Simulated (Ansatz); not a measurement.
Rh under changes of volume

One of the cells (14.302 Å³/atom); the others are scaled copies at fixed shape and fractional positions:

```
Rh
1.0
     2.73098    0.00000    0.00000
    -1.36549    2.36510    0.00000
     0.00000    0.00000    4.42849
Rh
2
Direct
  0.33333 0.66667 0.25000
  0.66667 0.33333 0.75000
```

This isn't the form of Rh at room conditions, which is fcc.

- Program: Ansatz 0.2.0
- Functional: PBE0
- Potentials or basis: Ansatz PAW
- Cutoff: 420 eV (not typed: the program's choice for these potentials)
- k mesh: 6 × 6 × 4
- Occupations: fermi-dirac, width 0.05 eV
- Spin: no spin polarisation

```tsv
volume (Å³/atom)	energy over the lowest point (meV/atom)	pressure (GPa)
13.444	0.00	1.2
13.730	?	?
14.016	16.76	-10.1
14.302	39.09	-14.8
14.588	69.21	-18.9
14.874	106.12	-22.4
15.160	148.96	-25.5
```

Problem. What does the run at 13.730 Å³/atom give?

Solution. Energy over the lowest point 3.33 meV/atom; pressure -4.8 GPa.

Worked out: A Birch-Murnaghan fit of order 3 (a polynomial in V^(-2/3)) to the other rows has its minimum at 13.50 Å³/atom with B0 = V·E''(V) = 298 GPa and B' = 5.2 at fixed shape and positions, which overstates the stiffness. It gives 3.30 meV/atom at 13.730 Å³/atom, against the run's 3.33, and -dE/dV = -4.8 GPa, against -4.8.

Energies are extrapolated to zero smearing.

Caveats: all runs use coarse meshes; the PAW data sets come from PBE, with cores solved anew for the run's functional, which leaves a small shift of forces and pressure; the thresholds are loose for stress.
